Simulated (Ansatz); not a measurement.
System: MoTe2/MoTe2/MoTe2 (multilayer of trigonal-prismatic sheets).

The cell holds 9 atoms: 3 Mo and 6 Te. Cell: a = 3.437 Å, b = 3.437 Å, c = 57.100 Å, α = 90.0°, β = 90.0°, γ = 120.0°. Regions: layer 1 (MoTe2), 3 atoms (1 Mo and 2 Te); layer 2 (MoTe2), 3 atoms (1 Mo and 2 Te); layer 3 (MoTe2), 3 atoms (1 Mo and 2 Te). Vacuum lies along c.

```xyz
9
Lattice="3.4375 0.0000 0.0000 -1.7187 2.9769 0.0000 0.0000 0.0000 57.1000" Properties=species:S:1:pos:R:3
Mo    0.0000    1.9846   21.8847
Te    1.7187    0.9923   23.7032
Te    1.7187    0.9923   20.0699
Mo    1.7187    0.9923   28.5500
Te    0.0000    1.9846   30.3643
Te    0.0000    1.9846   26.7357
Mo    0.0000    1.9846   35.2153
Te    1.7187    0.9923   37.0301
Te    1.7187    0.9923   33.3968
```

The structure was relaxed with PBEsol-D3(BJ). At the settings of the band run the largest force is still 0.12 eV/Å. The runs that relaxed it are not among those shown. Spin-orbit coupling is left out unless a run names it. PAW set soft_2, made with PBE.

Gaps computed with Ansatz 0.2.0 without a self-energy: PBEsol 0.53 eV, PBEsol+SOC 0.55 eV and HSE06 0.93 eV.

Question: Estimate the G0W0@PBEsol gap with 9×9×1 mesh, 777 empty bands, screening to 70 eV, default PAW files.

About 0.83 eV: on its mesh the run moves the gap from 0.64 eV by +0.30 eV, and the mesh misses the edges by 0.11 eV. Among the scalar-relativistic levels given, HSE06 is nearest (+0.10 eV). Bands and cutoff are finite, so the gap is not at the basis limit. The miss can reach some tenths of an eV and take either sign; the mesh is an error of its own. The mesh in the plane is coarse for a sheet; gap and any exciton binding can still move on denser ones. The many-body steps are scalar-relativistic: spin-orbit coupling is not in them.

[Paths, hosts, dates, memory and timing lines, banners, echoed tables and standing remarks are left out of the program output.]

[Logs are printed without paths, hosts, clocks, repeated set-up lines and the standing remarks that a program may print on its own settings, such as how far it seeks lower states.]

[Runs of the session that timed out or met a known fault of the program may be left out.]

[Cells called generated may have been cut or substituted from an entry of the Crystallography Open Database or the Materials Project.]

[Hosts, paths, dates, database ids (printed as entryN), source tags and the programs' standing remarks are cut or masked in the printed files.]
